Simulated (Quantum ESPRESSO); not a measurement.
A calculation with Quantum ESPRESSO 7.5 of Hf (native input, structure typed inline):

Contents of pw.in:

```
&CONTROL
  calculation = 'scf'
  prefix = 'pwscf'
  outdir = './tmp'
  pseudo_dir = './pseudo'
  tprnfor = .true.
  tstress = .true.
  disk_io = 'low'
/
&SYSTEM
  ibrav = 0
  nat = 1
  ntyp = 1
  ecutwfc = 45
  ecutrho = 360
  nbnd = 12
  occupations = 'smearing'
  smearing = 'fd'
  degauss = 0.00367493
/
&ELECTRONS
  conv_thr = 2d-10
  electron_maxstep = 120
  mixing_beta = 0.5
/
ATOMIC_SPECIES
Hf   178.4900 hf_pbesol_v1.uspp.F.UPF
CELL_PARAMETERS angstrom
   0.0000000000    2.2200000000    2.2200000000
   2.2200000000    0.0000000000    2.2200000000
   2.2200000000    2.2200000000    0.0000000000
ATOMIC_POSITIONS crystal
Hf     0.0000000000    0.0000000000    0.0000000000
K_POINTS automatic
10 10 10 0 0 0
```

Contents of pp_density.in:

```
&INPUTPP
  prefix = 'pwscf'
  outdir = './tmp'
  filplot = 'density.dat'
  plot_num = 0
/
&PLOT
  nfile = 1
  filepp(1) = 'density.dat'
  iflag = 3
  output_format = 6
  fileout = 'density.cube'
/
```

pp_potential.in

```
&INPUTPP
  prefix = 'pwscf'
  outdir = './tmp'
  filplot = 'potential.dat'
  plot_num = 11
/
&PLOT
  nfile = 1
  filepp(1) = 'potential.dat'
  iflag = 3
  output_format = 6
  fileout = 'potential.cube'
/
```

Potentials or basis: GBRV 1.5 PBEsol.

The run is started by

```console
$ OMP_NUM_THREADS=1 mpirun -n 2 pw.x -nk 2 -in pw.in > pw.out
$ OMP_NUM_THREADS=1 mpirun -n 1 pp.x -in pp_density.in > pp_density.out
$ OMP_NUM_THREADS=1 mpirun -n 1 pp.x -in pp_potential.in > pp_potential.out
```

This isn't the form of Hf at room conditions, which is hcp.

Q: Write the same calculation in another form: ASE script, structure from a CIF.

A: As run:

File run.py:

```python
import numpy as np
from ase.calculators.espresso import Espresso, EspressoProfile
import spglib
from ase import Atoms
from ase.io import read

atoms = read('Hf.cif')
cell, pos, num = spglib.standardize_cell((atoms.cell[:], atoms.get_scaled_positions(), atoms.numbers), to_primitive=True, symprec=1e-4)
atoms = Atoms(numbers=num, cell=cell, scaled_positions=pos, pbc=True)

input_data = {
    'control': {'calculation': 'scf', 'prefix': 'pwscf', 'outdir': './tmp', 'tprnfor': True, 'tstress': True, 'disk_io': 'nowf'},
    'system': {'ecutwfc': 45.0, 'ecutrho': 360.0, 'nbnd': 12, 'occupations': 'smearing', 'smearing': 'fd', 'degauss': 0.00367493},
    'electrons': {'conv_thr': 2e-10, 'electron_maxstep': 120, 'mixing_beta': 0.5},
}
pseudopotentials = {'Hf': 'hf_pbesol_v1.uspp.F.UPF'}
profile = EspressoProfile(command='mpirun -n 2 pw.x -nk 2', pseudo_dir='pseudo')
dft = Espresso(profile=profile, input_data=input_data, pseudopotentials=pseudopotentials, kpts=(10, 10, 10), koffset=(0, 0, 0))
atoms.calc = dft

print(f'energy {atoms.get_potential_energy():.8f} eV')
print('forces (eV/A)')
print(np.round(atoms.get_forces(), 6))
print('stress (eV/A^3, Voigt)')
print(np.round(atoms.get_stress(), 8))
print(f'Fermi level {dft.get_fermi_level():.4f} eV')
```

Hf.cif

```cif
data_Hf
_cell_length_a 4.44000000
_cell_length_b 4.44000000
_cell_length_c 4.44000000
_cell_angle_alpha 90.00000000
_cell_angle_beta 90.00000000
_cell_angle_gamma 90.00000000
_space_group_name_H-M_alt 'Fm-3m'
_space_group_name_Hall '-F 4 2 3'
_space_group_IT_number 225
loop_
_space_group_symop_operation_xyz
'x,y,z'
'-x,-y,-z'
'-y,x,z'
'y,-x,-z'
'-x,-y,z'
'x,y,-z'
'y,-x,z'
'-y,x,-z'
'x,-y,-z'
'-x,y,z'
'-y,-x,-z'
'y,x,z'
'-x,y,-z'
'x,-y,z'
'y,x,-z'
'-y,-x,z'
'z,x,y'
'-z,-x,-y'
'z,-y,x'
'-z,y,-x'
'z,-x,-y'
'-z,x,y'
'z,y,-x'
'-z,-y,x'
'-z,x,-y'
'z,-x,y'
'-z,-y,-x'
'z,y,x'
'-z,-x,y'
'z,x,-y'
'-z,y,x'
'z,-y,-x'
'y,z,x'
'-y,-z,-x'
'x,z,-y'
'-x,-z,y'
'-y,z,-x'
'y,-z,x'
'-x,z,y'
'x,-z,-y'
'-y,-z,x'
'y,z,-x'
'-x,-z,-y'
'x,z,y'
'y,-z,-x'
'-y,z,x'
'x,-z,y'
'-x,z,-y'
'x,y+1/2,z+1/2'
'-x,-y+1/2,-z+1/2'
'-y,x+1/2,z+1/2'
'y,-x+1/2,-z+1/2'
'-x,-y+1/2,z+1/2'
'x,y+1/2,-z+1/2'
'y,-x+1/2,z+1/2'
'-y,x+1/2,-z+1/2'
'x,-y+1/2,-z+1/2'
'-x,y+1/2,z+1/2'
'-y,-x+1/2,-z+1/2'
'y,x+1/2,z+1/2'
[... 40 lines left out ...]
'-x+1/2,-y,z+1/2'
'x+1/2,y,-z+1/2'
'y+1/2,-x,z+1/2'
'-y+1/2,x,-z+1/2'
'x+1/2,-y,-z+1/2'
'-x+1/2,y,z+1/2'
'-y+1/2,-x,-z+1/2'
'y+1/2,x,z+1/2'
'-x+1/2,y,-z+1/2'
'x+1/2,-y,z+1/2'
'y+1/2,x,-z+1/2'
'-y+1/2,-x,z+1/2'
'z+1/2,x,y+1/2'
'-z+1/2,-x,-y+1/2'
'z+1/2,-y,x+1/2'
'-z+1/2,y,-x+1/2'
'z+1/2,-x,-y+1/2'
'-z+1/2,x,y+1/2'
'z+1/2,y,-x+1/2'
'-z+1/2,-y,x+1/2'
'-z+1/2,x,-y+1/2'
'z+1/2,-x,y+1/2'
'-z+1/2,-y,-x+1/2'
'z+1/2,y,x+1/2'
'-z+1/2,-x,y+1/2'
'z+1/2,x,-y+1/2'
'-z+1/2,y,x+1/2'
'z+1/2,-y,-x+1/2'
'y+1/2,z,x+1/2'
'-y+1/2,-z,-x+1/2'
'x+1/2,z,-y+1/2'
'-x+1/2,-z,y+1/2'
'-y+1/2,z,-x+1/2'
'y+1/2,-z,x+1/2'
'-x+1/2,z,y+1/2'
'x+1/2,-z,-y+1/2'
'-y+1/2,-z,x+1/2'
'y+1/2,z,-x+1/2'
'-x+1/2,-z,-y+1/2'
'x+1/2,z,y+1/2'
'y+1/2,-z,-x+1/2'
'-y+1/2,z,x+1/2'
'x+1/2,-z,y+1/2'
'-x+1/2,z,-y+1/2'
'x+1/2,y+1/2,z'
'-x+1/2,-y+1/2,-z'
'-y+1/2,x+1/2,z'
'y+1/2,-x+1/2,-z'
'-x+1/2,-y+1/2,z'
'x+1/2,y+1/2,-z'
'y+1/2,-x+1/2,z'
'-y+1/2,x+1/2,-z'
'x+1/2,-y+1/2,-z'
'-x+1/2,y+1/2,z'
'-y+1/2,-x+1/2,-z'
'y+1/2,x+1/2,z'
'-x+1/2,y+1/2,-z'
'x+1/2,-y+1/2,z'
'y+1/2,x+1/2,-z'
'-y+1/2,-x+1/2,z'
'z+1/2,x+1/2,y'
'-z+1/2,-x+1/2,-y'
'z+1/2,-y+1/2,x'
'-z+1/2,y+1/2,-x'
'z+1/2,-x+1/2,-y'
'-z+1/2,x+1/2,y'
'z+1/2,y+1/2,-x'
'-z+1/2,-y+1/2,x'
'-z+1/2,x+1/2,-y'
'z+1/2,-x+1/2,y'
'-z+1/2,-y+1/2,-x'
'z+1/2,y+1/2,x'
'-z+1/2,-x+1/2,y'
'z+1/2,x+1/2,-y'
'-z+1/2,y+1/2,x'
'z+1/2,-y+1/2,-x'
'y+1/2,z+1/2,x'
'-y+1/2,-z+1/2,-x'
'x+1/2,z+1/2,-y'
'-x+1/2,-z+1/2,y'
'-y+1/2,z+1/2,-x'
'y+1/2,-z+1/2,x'
'-x+1/2,z+1/2,y'
'x+1/2,-z+1/2,-y'
'-y+1/2,-z+1/2,x'
'y+1/2,z+1/2,-x'
'-x+1/2,-z+1/2,-y'
'x+1/2,z+1/2,y'
'y+1/2,-z+1/2,-x'
'-y+1/2,z+1/2,x'
'x+1/2,-z+1/2,y'
'-x+1/2,z+1/2,-y'
loop_
_atom_site_label
_atom_site_type_symbol
_atom_site_symmetry_multiplicity
_atom_site_Wyckoff_symbol
_atom_site_fract_x
_atom_site_fract_y
_atom_site_fract_z
_atom_site_occupancy
Hf1 Hf 4 a 0.0000000000 0.0000000000 0.0000000000 1
```

Potentials or basis: GBRV 1.5 PBEsol.

Run with:

```bash
$ OMP_NUM_THREADS=1 python run.py
```

Both were run:

|  | native input, structure typed inline | ASE script, structure from a CIF |
| --- | --- | --- |
| Pressure | -1.6 GPa | -1.6 GPa |
| Band gap on the k mesh | none (metal or under the smearing width) | none (metal or under the smearing width) |

Keys that steer only the numerical path or the files written may differ.
